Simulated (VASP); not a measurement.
# NiO (P-6m2) in VASP: a series of runs

The runs below take NiO through single point, with LDA+U, r2SCAN+U.

Everything below comes from runs of VASP 6.6.1. Logs are shortened: lines on timing, memory, paths and dates and some standing lists are left out, and cuts for length are marked.

## 1. The structure

Symmetry: P-6m2, No. 187, hexagonal system. The conventional cell has a = 2.783 Å, b = 2.783 Å, c = 2.716 Å, α = 90.00°, β = 90.00°, γ = 120.00°. Ni (site symmetry -6m2) has 6 O at 2.10 Å as nearest neighbours. Around O (site symmetry -6m2) lie 6 Ni at 2.10 Å.

Measurements of this composition are mostly on another form, of space group No. 225.

## 2. Single point, LDA+U, collinear spin, random start

Contents of INCAR:

```
SYSTEM = NiO
ALGO = Normal
EDIFF = 1E-6
ENCUT = 520
GGA = CA
ISIF = 2
ISMEAR = 0
ISPIN = 2
LASPH = .TRUE.
LCHARG = .TRUE.
LDAU = .TRUE.
LDAUJ = 0 0
LDAUL = 2 -1
LDAUPRINT = 1
LDAUTYPE = 2
LDAUU = 7 0
LELF = .TRUE.
LMAXMIX = 4
LORBIT = 11
LREAL = .FALSE.
LVHAR = .TRUE.
LWAVE = .FALSE.
MAGMOM = 0.61 0
NBANDS = 19
NELM = 150
PREC = Accurate
SIGMA = 0.05
```

Contents of KPOINTS:

```
k-points
0
G
  8 8 7
  0 0 0
```

Contents of POSCAR:

```
NiO
1.0
    2.7830607900      0.0000000000      0.0000000000
   -1.3915303900      2.4102013400      0.0000000000
    0.0000000000      0.0000000000      2.7161294400
Ni O
1 1
Direct
    0.0000000000      0.0000000000      0.0000000000
    0.6666666667      0.3333333333      0.5000000000
```

Potentials or basis: VASP PAW LDA potentials, release 64 (Ni, O).

On the command line:

```sh
> cat potpaw_LDA.64/Ni/POTCAR potpaw_LDA.64/O/POTCAR > POTCAR
> mpirun -np 1 vasp_std > vasp.out
```

OUTCAR:

```text
SYSTEM = NiO
   EDIFF = 1E-6
   ENCUT = 520
   GGA = CA
   ISIF = 2
   ISMEAR = 0
   ISPIN = 2
   LASPH = .TRUE.
   LORBIT = 11
   LREAL = .FALSE.
   NELM = 150
   PREC = Accurate

 ion  position               nearest neighbor table
   1  0.000  0.000  0.000-   2 2.10   2 2.10   2 2.10   2 2.10   2 2.10   2 2.10
   2  0.667  0.333  0.500-   1 2.10   1 2.10   1 2.10   1 2.10   1 2.10   1 2.10

  LATTYP: Found a hexagonal cell.
 ALAT       =     2.7830607900
 C/A-ratio  =     0.9759504535

  Lattice vectors:

 A1 = (   2.7830607900,   0.0000000000,   0.0000000000)
 A2 = (  -1.3915303900,   2.4102013400,   0.0000000000)
 A3 = (   0.0000000000,   0.0000000000,   2.7161294400)

Analysis of symmetry for initial positions (statically):
=====================================================================
 Subroutine PRICEL returns:
 Original cell was already a primitive cell.

 Routine SETGRP: Setting up the symmetry group for a
 hexagonal supercell.

 Subroutine GETGRP returns: Found 12 space group operations
 (whereof 12 operations were pure point group operations)
 out of a pool of 24 trial point group operations.

The static configuration has the point symmetry D_3h.

Analysis of symmetry for dynamics (positions and initial velocities):
=====================================================================
 Subroutine PRICEL returns:
 Original cell was already a primitive cell.

 Routine SETGRP: Setting up the symmetry group for a
 hexagonal supercell.

 Subroutine GETGRP returns: Found 12 space group operations
 (whereof 12 operations were pure point group operations)
 out of a pool of 24 trial point group operations.

The dynamic configuration has the point symmetry D_3h.

Analysis of structural, dynamic, and magnetic symmetry:
=====================================================================
 Subroutine PRICEL returns:
 Original cell was already a primitive cell.

[... 185 lines left out ...]
  o =  0.9824  v =  0.0000  0.0000  0.0000  0.0000  0.0000 -0.7841  0.0000 -0.0000  0.0000 -0.6206      0.0000  0.0000  0.0000  0.0000  0.0000  0.0000  0.0000  0.0000  0.0000  0.0000
  o =  0.9824  v =  0.0000  0.0000  0.0000  0.0000  0.0000 -0.6206 -0.0000  0.0000 -0.0000  0.7841      0.0000  0.0000  0.0000  0.0000  0.0000  0.0000  0.0000  0.0000  0.0000  0.0000
  o =  0.9865  v =  0.0000  0.0000  0.0000  0.0000  0.0000  0.0000  0.0000 -1.0000  0.0000  0.0000      0.0000  0.0000  0.0000  0.0000  0.0000  0.0000  0.0000  0.0000  0.0000  0.0000
  o =  0.9877  v =  0.0000 -0.0000  1.0000 -0.0000  0.0000  0.0000  0.0000  0.0000  0.0000  0.0000      0.0000  0.0000  0.0000  0.0000  0.0000  0.0000  0.0000  0.0000  0.0000  0.0000
  o =  0.9896  v =  0.6986  0.0000 -0.0000  0.0000 -0.7156  0.0000  0.0000  0.0000  0.0000  0.0000      0.0000  0.0000  0.0000  0.0000  0.0000  0.0000  0.0000  0.0000  0.0000  0.0000
  o =  0.9896  v = -0.7156  0.0000  0.0000  0.0000 -0.6986  0.0000  0.0000  0.0000  0.0000  0.0000      0.0000  0.0000  0.0000  0.0000  0.0000  0.0000  0.0000  0.0000  0.0000  0.0000
  o =  1.0275  v = -0.0000  0.9116  0.0000 -0.4111  0.0000  0.0000  0.0000  0.0000  0.0000  0.0000      0.0000  0.0000  0.0000  0.0000  0.0000  0.0000  0.0000  0.0000  0.0000  0.0000
  o =  1.0275  v =  0.0000  0.4111  0.0000  0.9116  0.0000  0.0000  0.0000  0.0000  0.0000  0.0000      0.0000  0.0000  0.0000  0.0000  0.0000  0.0000  0.0000  0.0000  0.0000  0.0000

 number of electron      16.0000004 magnetization       2.0001862

 Free energy of the ion-electron system (eV)
  ---------------------------------------------------
  ext. energy  EPLUGINS =         0.00000000
  ---------------------------------------------------
  free energy    TOTEN  =       -10.65784599 eV

  energy without entropy =      -10.65784599  energy(sigma->0) =      -10.65784599

 E-fermi :   7.0842     XC(G=0): -13.1576

 val. band max:        6.8773337396   @ k =   0.0000   0.0000   0.0000
 cond. band min:       8.1811815053   @ k =   0.3750   0.2500   0.0000
 fundamental gap:      1.3038477656
 Fermi energy:         7.0842479332

 spin component 1

 k-point     1 :       0.0000    0.0000    0.0000
  band No.  band energies     occupation
      1     -12.2052      1.00000
      2      -0.2901      1.00000
      3       0.2533      1.00000
      4       0.2533      1.00000
      5       0.6917      1.00000
      6       0.6917      1.00000
[... 1049 lines left out ...]
     18      41.8759      0.00000
     19      42.7036      0.00000

 [... further k-points ...]

------------------------ aborting loop because EDIFF is reached ----------------------------------------

  FORCE on cell =-STRESS in cart. coord.  units (eV):
  Direction    XX          YY          ZZ          XY          YZ          ZX
  --------------------------------------------------------------------------------------
  -------------------------------------------------------------------------------------
  Total       -1.2473280     -1.2473280     -2.9095889     -0.0000000      0.0000000     -0.0000000
  in kB     -109.6894331   -109.6894327   -255.8678609     -0.0000002      0.0000000     -0.0000000
  external PRESSURE =    -158.4155755 kB  Pullay stress =       0.0000000 kB

 VOLUME and BASIS-vectors are now :
 -----------------------------------------------------------------------------
  energy-cutoff  :      520.00
  volume of cell :       18.22
      direct lattice vectors                 reciprocal lattice vectors
     2.783060790  0.000000000  0.000000000     0.359316621  0.207451548  0.000000000
    -1.391530390  2.410201340  0.000000000     0.000000000  0.414903097  0.000000000
     0.000000000  0.000000000  2.716129440     0.000000000  0.000000000  0.368170966

 POSITION                                       TOTAL-FORCE (eV/Angst)
 -----------------------------------------------------------------------------------
      0.00000      0.00000      0.00000        -0.000000      0.000000      0.000000
      1.39153      0.80340      1.35806         0.000000      0.000000      0.000000
 -----------------------------------------------------------------------------------
    total drift:                               -0.000000      0.000000      0.000000

  FREE ENERGIE OF THE ION-ELECTRON SYSTEM (eV)
  ---------------------------------------------------
  free  energy   TOTEN  =       -10.6578459874 eV

  energy  without entropy=      -10.6578459874  energy(sigma->0) =      -10.65784599

 total charge

# of ion       s       p       d       tot
------------------------------------------
    1        0.352   0.442   8.264   9.059
    2        1.543   3.424   0.000   4.967
--------------------------------------------------
tot          1.895   3.866   8.264  14.025

 magnetization (x)

# of ion       s       p       d       tot
------------------------------------------
    1        0.006   0.009   1.747   1.761
    2        0.015   0.206   0.000   0.222
--------------------------------------------------
tot          0.021   0.215   1.747   1.983
```

OSZICAR:

```text
N       E                     dE             d eps       ncg     rms          rms(c)
DAV:   1     0.856140396721E+02    0.85614E+02   -0.70119E+03  3256   0.107E+03
DAV:   2    -0.416486128003E+01   -0.89779E+02   -0.78878E+02  3137   0.234E+02
DAV:   3    -0.987564251484E+01   -0.57108E+01   -0.53529E+01  3358   0.591E+01
DAV:   4    -0.993037609275E+01   -0.54734E-01   -0.54695E-01  3380   0.575E+00
DAV:   5    -0.993097092985E+01   -0.59484E-03   -0.59482E-03  3340   0.588E-01    0.163E+01
DAV:   6    -0.100645167936E+02   -0.13355E+00   -0.11706E+01  3543   0.648E+01    0.194E+01
DAV:   7    -0.974331006914E+01    0.32121E+00   -0.43516E+00  3403   0.398E+01    0.881E+00
DAV:   8    -0.104906907601E+02   -0.74738E+00   -0.15122E+00  3227   0.226E+01    0.692E+00
DAV:   9    -0.104851804341E+02    0.55103E-02   -0.29886E-01  3499   0.226E+01    0.272E+00
DAV:  10    -0.106659820623E+02   -0.18080E+00   -0.34418E-01  3439   0.102E+01    0.217E+00
DAV:  11    -0.106554547455E+02    0.10527E-01   -0.87511E-02  3522   0.752E+00    0.466E-01
DAV:  12    -0.106541030496E+02    0.13517E-02   -0.11734E-02  3585   0.165E+00    0.321E-01
DAV:  13    -0.106574197037E+02   -0.33167E-02   -0.23828E-03  3630   0.885E-01    0.148E-01
DAV:  14    -0.106578332594E+02   -0.41356E-03   -0.39102E-04  3724   0.590E-01    0.505E-02
DAV:  15    -0.106578448432E+02   -0.11584E-04   -0.13236E-04  3355   0.989E-02    0.281E-02
DAV:  16    -0.106578474887E+02   -0.26455E-05   -0.84922E-06  3403   0.121E-01    0.141E-02
DAV:  17    -0.106578455421E+02    0.19466E-05   -0.33728E-06  3522   0.779E-02    0.617E-03
DAV:  18    -0.106578459874E+02   -0.44524E-06   -0.18122E-06  2890   0.101E-02
   1 F= -.10657846E+02 E0= -.10657846E+02  d E =-.229956E-11  mag=     2.0000
```

Run time: 24 s. Hardware: 1 thread of Intel Xeon Platinum 8488C (Sapphire Rapids), shared host; peak memory 0.14 GiB.

Results:

* Free energy: -10.6578 eV
* Pressure: -15.8 GPa
* Band gap on the k mesh: 1.30 eV, indirect (least direct gap 1.75 eV)
* Net moment: 2.00 μB per cell
* Site moments: Ni +1.76; O +0.22 μB
* Valence electrons inside the program's atomic spheres: Ni 9.06; O 4.97

Stress tensor (GPa, compression positive):
```
-10.97   0.00   0.00
  0.00 -10.97   0.00
  0.00   0.00 -25.59
```

Eigenvalues of the final occupation matrices:
```tsv
site	spin	trace	eigenvalues
site 1 d	1	5.02	0.99 0.99 0.99 1.03 1.03
site 1 d	2	3.27	0.16 0.16 0.98 0.98 0.99
```

Caveat: an odd mesh through Γ misses points on the zone boundary, where band edges often lie; a cell with one magnetic atom can't hold antiferromagnetic order, which such compounds often take.

## 3. Single point, LDA+U, collinear spin, ferromagnetic start

Contents of INCAR:

```
ALGO     = Normal         # electronic algorithm
EDIFF    = 1E-7           # SCF threshold, eV
ENCUT    = 520            # plane-wave cutoff, eV
GGA      = CA             # functional
ISIF     = 2              # what is computed and relaxed
ISMEAR   = 0              # smearing method
ISPIN    = 2              # spin polarisation
LASPH    = T              # aspherical terms in the spheres
LCHARG   = T              # write CHGCAR
LDAU     = T              # DFT+U
LDAUJ    = 0 0          
LDAUL    = 2 -1           # shell
LDAUPRINT= 1            
LDAUTYPE = 2            
LDAUU    = 7 0            # U, eV
LELF     = T              # ELF
LMAXMIX  = 4              # l up to which the mixer works
LORBIT   = 11             # projections on sites
LREAL    = F              # projectors in reciprocal space
LVHAR    = T            
LWAVE    = F              # write WAVECAR
MAGMOM   = 1 0            # initial moments
NBANDS   = 19             # bands
NELM     = 120            # most SCF steps
NUPDOWN  = 2              # fixed moment
PREC     = Accurate       # precision mode
SIGMA    = 0.05           # smearing width, eV
```

Contents of KPOINTS:

```
k-points
0
Gamma
  8 8 7
```

POSCAR is that of step 2.

Potentials or basis: VASP PAW LDA potentials, release 64 (Ni, O).

On the command line:

```sh
> cat potpaw_LDA.64/Ni/POTCAR potpaw_LDA.64/O/POTCAR > POTCAR
> mpirun -np 1 vasp_std > vasp.out
```

OUTCAR:

```text
EDIFF = 1E-7
   ENCUT = 520
   GGA = CA
   ISIF = 2
   ISMEAR = 0
   ISPIN = 2
   LASPH = T
   LORBIT = 11
   LREAL = F
   NELM = 120
   NUPDOWN = 2
   PREC = Accurate

 ion  position               nearest neighbor table
   1  0.000  0.000  0.000-   2 2.10   2 2.10   2 2.10   2 2.10   2 2.10   2 2.10
   2  0.667  0.333  0.500-   1 2.10   1 2.10   1 2.10   1 2.10   1 2.10   1 2.10

  LATTYP: Found a hexagonal cell.
 ALAT       =     2.7830607900
 C/A-ratio  =     0.9759504535

  Lattice vectors:

 A1 = (   2.7830607900,   0.0000000000,   0.0000000000)
 A2 = (  -1.3915303900,   2.4102013400,   0.0000000000)
 A3 = (   0.0000000000,   0.0000000000,   2.7161294400)

Analysis of symmetry for initial positions (statically):
=====================================================================
 Subroutine PRICEL returns:
 Original cell was already a primitive cell.

 Routine SETGRP: Setting up the symmetry group for a
 hexagonal supercell.

 Subroutine GETGRP returns: Found 12 space group operations
 (whereof 12 operations were pure point group operations)
 out of a pool of 24 trial point group operations.

The static configuration has the point symmetry D_3h.

Analysis of symmetry for dynamics (positions and initial velocities):
=====================================================================
 Subroutine PRICEL returns:
 Original cell was already a primitive cell.

 Routine SETGRP: Setting up the symmetry group for a
 hexagonal supercell.

 Subroutine GETGRP returns: Found 12 space group operations
 (whereof 12 operations were pure point group operations)
[... 200 lines left out ...]
  o =  1.0275  v =  0.0000  0.9116 -0.0000 -0.4111 -0.0000  0.0000  0.0000  0.0000  0.0000  0.0000      0.0000  0.0000  0.0000  0.0000  0.0000  0.0000  0.0000  0.0000  0.0000  0.0000
  o =  1.0275  v =  0.0000  0.4111 -0.0000  0.9116 -0.0000  0.0000  0.0000  0.0000  0.0000  0.0000      0.0000  0.0000  0.0000  0.0000  0.0000  0.0000  0.0000  0.0000  0.0000  0.0000

 number of electron      16.0000004 magnetization       1.9999978

 Free energy of the ion-electron system (eV)
  ---------------------------------------------------
  ext. energy  EPLUGINS =         0.00000000
  ---------------------------------------------------
  free energy    TOTEN  =       -10.65784668 eV

  energy without entropy =      -10.65784668  energy(sigma->0) =      -10.65784668

 E-fermi :   7.0839     XC(G=0): -13.1577

 val. band max:        6.8774119120   @ k =   0.0000   0.0000   0.0000
 cond. band min:       8.1798803340   @ k =   0.3750   0.2500   0.0000
 fundamental gap:      1.3024684220
 Fermi energy:         6.6667530370

 spin component 1

 k-point     1 :       0.0000    0.0000    0.0000
  band No.  band energies     occupation
      1     -12.2057      1.00000
      2      -0.2889      1.00000
      3       0.2549      1.00000
      4       0.2549      1.00000
      5       0.6923      1.00000
      6       0.6923      1.00000
[... 1049 lines left out ...]
     18      41.8761      0.00000
     19      42.7034      0.00000

 [... further k-points ...]

------------------------ aborting loop because EDIFF is reached ----------------------------------------

  FORCE on cell =-STRESS in cart. coord.  units (eV):
  Direction    XX          YY          ZZ          XY          YZ          ZX
  --------------------------------------------------------------------------------------
  -------------------------------------------------------------------------------------
  Total       -1.2631193     -1.2631193     -2.9216357     -0.0000000     -0.0000000     -0.0000000
  in kB     -111.0781047   -111.0781043   -256.9272457     -0.0000002     -0.0000000     -0.0000000
  external PRESSURE =    -159.6944849 kB  Pullay stress =       0.0000000 kB

 VOLUME and BASIS-vectors are now :
 -----------------------------------------------------------------------------
  energy-cutoff  :      520.00
  volume of cell :       18.22
      direct lattice vectors                 reciprocal lattice vectors
     2.783060790  0.000000000  0.000000000     0.359316621  0.207451548  0.000000000
    -1.391530390  2.410201340  0.000000000     0.000000000  0.414903097  0.000000000
     0.000000000  0.000000000  2.716129440     0.000000000  0.000000000  0.368170966

 POSITION                                       TOTAL-FORCE (eV/Angst)
 -----------------------------------------------------------------------------------
      0.00000      0.00000      0.00000         0.000000      0.000000      0.000000
      1.39153      0.80340      1.35806        -0.000000     -0.000000      0.000000
 -----------------------------------------------------------------------------------
    total drift:                               -0.000000      0.000000      0.000000

  FREE ENERGIE OF THE ION-ELECTRON SYSTEM (eV)
  ---------------------------------------------------
  free  energy   TOTEN  =       -10.6578466786 eV

  energy  without entropy=      -10.6578466786  energy(sigma->0) =      -10.65784668

 total charge

# of ion       s       p       d       tot
------------------------------------------
    1        0.352   0.442   8.264   9.059
    2        1.543   3.424   0.000   4.967
--------------------------------------------------
tot          1.895   3.866   8.264  14.025

 magnetization (x)

# of ion       s       p       d       tot
------------------------------------------
    1        0.006   0.009   1.747   1.761
    2        0.015   0.207   0.000   0.222
--------------------------------------------------
tot          0.021   0.215   1.747   1.983
```

OSZICAR:

```text
N       E                     dE             d eps       ncg     rms          rms(c)
DAV:   1     0.876562670487E+02    0.87656E+02   -0.70430E+03  3264   0.107E+03
DAV:   2    -0.441128677448E+01   -0.92068E+02   -0.82143E+02  3148   0.238E+02
DAV:   3    -0.102800349405E+02   -0.58687E+01   -0.57085E+01  3355   0.601E+01
[... 11 lines left out ...]
DAV:  15    -0.106578426744E+02   -0.25344E-05   -0.59017E-05  3495   0.789E-02    0.212E-02
DAV:  16    -0.106578464827E+02   -0.38082E-05   -0.59206E-06  3463   0.940E-02    0.625E-03
DAV:  17    -0.106578458759E+02    0.60676E-06   -0.26031E-06  3640   0.545E-02    0.423E-03
DAV:  18    -0.106578464405E+02   -0.56457E-06   -0.11142E-06  3378   0.117E-02    0.288E-03
DAV:  19    -0.106578466733E+02   -0.23277E-06   -0.20067E-07  2995   0.170E-02    0.365E-04
DAV:  20    -0.106578466786E+02   -0.53751E-08   -0.48430E-08  1841   0.246E-03
   1 F= -.10657847E+02 E0= -.10657847E+02  d E =-.247730E-11  mag=     2.0000
```

stdout:

```text
POSCAR found type information on POSCAR NiO
 POSCAR found :  2 types and       2 ions
 scaLAPACK will be used
 LDA part: xc-table for (Slater(with rela. corr.)+CA(PZ))
 , standard interpolation
 POSCAR, INCAR and KPOINTS ok, starting setup
 FFT: planning ... GRIDC
 FFT: planning ... GRID_SOFT
 FFT: planning ... GRID
 WAVECAR not read
 entering main loop
```

Run time: 21 s. Hardware: 1 thread of Intel Xeon Platinum 8488C (Sapphire Rapids), shared host; peak memory 0.14 GiB.

Results:

| Item | Value |
| --- | --- |
| Free energy | -10.6578 eV |
| Pressure | -16.0 GPa |
| Net moment | 2.00 μB per cell |
| Site moments | Ni +1.76; O +0.22 μB |
| Valence electrons inside the program's atomic spheres | Ni 9.06; O 4.97 |

Eigenvalues of the final occupation matrices:
| site | spin | trace | eigenvalues |
| --- | --- | --- | --- |
| site 1 d | 1 | 5.02 | 0.99 0.99 0.99 1.03 1.03 |
| site 1 d | 2 | 3.27 | 0.16 0.16 0.98 0.98 0.99 |

Caveat: the total moment is fixed, so each spin has its own Fermi level; a cell with one magnetic atom can't hold antiferromagnetic order, which such compounds often take. The state reached can hang on the start; a lower one may exist.

(Part 1 of 2 ends here.)
